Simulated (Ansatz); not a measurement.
## ZrSe$_{2}$: relaxation of cell and atoms

The calculation used Ansatz 0.2.0, DFT, PBE, PAW with Ansatz's default frozen-core files, scalar-relativistic.

Command: `ansatz run input.yaml --threads 1 --pin off --max-ram 4096MiB --backend cpu --events-out ev --progress --plain --runs-dir out` The run took 3.6 min on 1 thread of Intel(R) Xeon(R) Processor @ 2.50GHz (Skylake/Cascade Lake), with other jobs on the host, peak memory 0.5 GiB.

```yaml
crystal:
  lattice:
    - [3.8045121435, 0.0, 0.0]
    - [-1.9022560717, 3.2948041652, 0.0]
    - [0.0, 0.0, 6.0872194295]
  atoms:
    - { symbol: Zr, position: [0.0, 0.0, 0.0] }
    - { symbol: Se, position: [0.3333333333, 0.6666666667, 0.25] }
    - { symbol: Se, position: [0.6666666667, 0.3333333333, 0.75] }
kpoints:
  mp_grid: { grid: [11, 11, 6] }
scf:
  occupations: { method: fermi_dirac, width: 0.08 }
hamiltonian:
  xc: pbe
  pseudopotentials: { kind: paw }
output:
  forces: true
  stress: true
  write_density: true
  write_potential: true
  elf: true
  volumetric_format: npy
relax:
  f_tol: 0.005
  max_steps: 80
  cell: {}
```

The cell is built from the CdI2 type as a first guess.

The cutoff is 420 eV; energies and pressures of the walk include the program's estimate of the Pulay term.

Each frame lists the cell vectors (Å), then Cartesian positions (Å) and forces (eV/Å). Free energies count from the first step, -15126.0121 eV.

The walk took 9 evaluations in all; steps that aren't listed are left out.

Step 1: E = 0.0 meV, P = 2.96 GPa

```
cell 3.8045 0.0000 0.0000 -1.9023 3.2948 0.0000 0.0000 0.0000 6.0872
Zr    0.0000    0.0000    0.0000     0.000   0.000   0.000
Se    0.0000    2.1965    1.5218     0.000   0.000   0.503
Se    1.9023    1.0983    4.5654     0.000   0.000  -0.503
```

Step 2:

```
cell 3.7775 0.0000 0.0000 -1.8887 3.2714 0.0000 0.0000 0.0000 6.3543
Zr    0.0000    0.0000    0.0000
Se    0.0000    2.1809    1.7091
Se    1.8887    1.0905    4.6451
```

Step 3: E = -40.2 meV, P = 0.36 GPa

```
cell 3.8116 0.0000 0.0000 -1.9058 3.3010 0.0000 0.0000 0.0000 6.2172
Zr    0.0000    0.0000    0.0000     0.000   0.000   0.000
Se    0.0000    2.2006    1.5692     0.000   0.000   0.017
Se    1.9058    1.1003    4.6480     0.000   0.000  -0.017
```

Step 4: E = -51.6 meV, P = 0.11 GPa

```
cell 3.8030 0.0000 0.0000 -1.9015 3.2935 0.0000 0.0000 0.0000 6.3654
Zr    0.0000    0.0000    0.0000     0.000   0.000   0.000
Se    0.0000    2.1957    1.5804     0.000   0.000  -0.025
Se    1.9015    1.0978    4.7850     0.000   0.000   0.025
```

Step 5: E = -59.1 meV, P = 0.14 GPa

```
cell 3.7984 0.0000 0.0000 -1.8992 3.2895 0.0000 0.0000 0.0000 6.5683
Zr    0.0000    0.0000    0.0000     0.000   0.000   0.000
Se    0.0000    2.1930    1.5815     0.000   0.000   0.008
Se    1.8992    1.0965    4.9868     0.000   0.000  -0.008
```

Step 6: E = -60.8 meV, P = 0.10 GPa

```
cell 3.7969 0.0000 0.0000 -1.8985 3.2883 0.0000 0.0000 0.0000 6.6923
Zr    0.0000    0.0000    0.0000     0.000   0.000   0.000
Se    0.0000    2.1922    1.5828     0.000   0.000   0.009
Se    1.8985    1.0961    5.1095     0.000   0.000  -0.009
```

Step 7: E = -61.1 meV, P = 0.00 GPa

```
cell 3.7983 0.0000 0.0000 -1.8992 3.2895 0.0000 0.0000 0.0000 6.7589
Zr    0.0000    0.0000    0.0000     0.000   0.000   0.000
Se    0.0000    2.1930    1.5834     0.000   0.000  -0.001
Se    1.8992    1.0965    5.1755     0.000   0.000   0.001
```

(1) Give the energy and forces of step 2.

(2) How does the relaxation end?

## Answers

(1) E = +90.0 meV, P = -3.95 GPa, step rejected
```
Zr    0.0000    0.0000    0.0000     0.000   0.000   0.000
Se    0.0000    2.1809    1.7091     0.000   0.000  -1.129
Se    1.8887    1.0905    4.6451     0.000   0.000   1.129
```

(2) It converges, with a = 3.797 Å, b = 3.797 Å, c = 6.793 Å, α = 90.00°, β = 90.00°, γ = 120.00° (conventional cell, space group P-3m1). The last solve (on a basis chosen afresh for the final cell, so its energy is not quite comparable) gives E = -62.7 meV, P = 0.02 GPa:
```
cell 3.7972 0.0000 0.0000 -1.8986 3.2885 0.0000 0.0000 0.0000 6.7928
Zr    0.0000    0.0000    0.0000     0.000   0.000   0.000
Se    0.0000    2.1923    1.5840     0.000   0.000  -0.001
Se    1.8986    1.0962    5.2087     0.000   0.000   0.001
```
